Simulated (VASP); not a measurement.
Wanted: the native input for a VASP 6.6.1 run.

```yaml
Task: single point
Functional: r2SCAN
Potentials_or_basis: VASP PAW PBE potentials, release 64 (Be, Se)
Cutoff: 520 eV
k_mesh: 8 × 8 × 8
Occupations: fermi-dirac, width 0.03 eV
Spin: no spin polarisation
Dipole_correction: no
Further_INCAR_settings: ALGO = Normal; EDIFF = 1e-06
```

Crystal: BeSe.

```
CELL_PARAMETERS angstrom
0.00000 2.58397 2.58397
2.58397 0.00000 2.58397
2.58397 2.58397 0.00000
ATOMIC_POSITIONS crystal
Be 0.00000 0.00000 0.00000
Se 0.75000 0.75000 0.75000
```

The cell comes from a database or a generator and needn't be the stable form of this composition.

These files were run (other wordings do the same):

POSCAR

```
BeSe
1.0
    0.0000000000      2.5839687382      2.5839687382
    2.5839687382      0.0000000000      2.5839687382
    2.5839687382      2.5839687382      0.0000000000
Be Se
1 1
Direct
    0.0000000000      0.0000000000      0.0000000000
    0.7500000000      0.7500000000      0.7500000000
```

INCAR.step1

```
PREC     = Accurate       # precision mode
ENCUT    = 520            # plane-wave cutoff, eV
ISMEAR   = -5             # smearing method
SIGMA    = 0.03           # smearing width, eV
LREAL    = F              # projectors in reciprocal space
LASPH    = T              # aspherical terms in the spheres
NELM     = 60             # most SCF steps
GGA      = PE             # functional
ALGO     = Normal         # electronic algorithm
EDIFF    = 1E-4           # SCF threshold, eV
LWAVE    = T              # write WAVECAR
LCHARG   = F              # write CHGCAR
```

INCAR.step2

```
PREC     = Accurate       # precision mode
ENCUT    = 520            # plane-wave cutoff, eV
EDIFF    = 1E-6           # SCF threshold, eV
ISMEAR   = -1             # smearing method
SIGMA    = 0.03           # smearing width, eV
LREAL    = F              # projectors in reciprocal space
LASPH    = T              # aspherical terms in the spheres
NELM     = 60             # most SCF steps
ALGO     = Normal         # electronic algorithm
ISIF     = 2              # what is computed and relaxed
LWAVE    = F              # write WAVECAR
LCHARG   = F              # write CHGCAR
METAGGA  = R2SCAN         # meta-GGA
LMIXTAU  = T            
LORBIT   = 11             # projections on sites
ISTART   = 1
```

KPOINTS

```
Automatic mesh
0
Gamma
  8 8 8
```

Potentials or basis: VASP PAW PBE potentials, release 64 (Be, Se).

Command:

```bash
$ cat potpaw_PBE.64/Be/POTCAR potpaw_PBE.64/Se/POTCAR > POTCAR
$ cp INCAR.step1 INCAR
$ mpirun -np 1 vasp_std > vasp.out
$ cp INCAR.step2 INCAR
$ mpirun -np 1 vasp_std > vasp.out
```

It gave:

* Pressure: 0.0 GPa
* Band gap on the k mesh: 3.13 eV, indirect (least direct gap 5.01 eV)
* Valence electrons inside the program's atomic spheres: Be 0.94; Se 4.03

Caveat: the PAW data sets were made with another functional, which shifts forces and pressure a little.

Run time: 19 s on 1 thread of Intel(R) Xeon(R) 6975P-C (Granite Rapids) (shared host), peak memory 0.17 GiB.
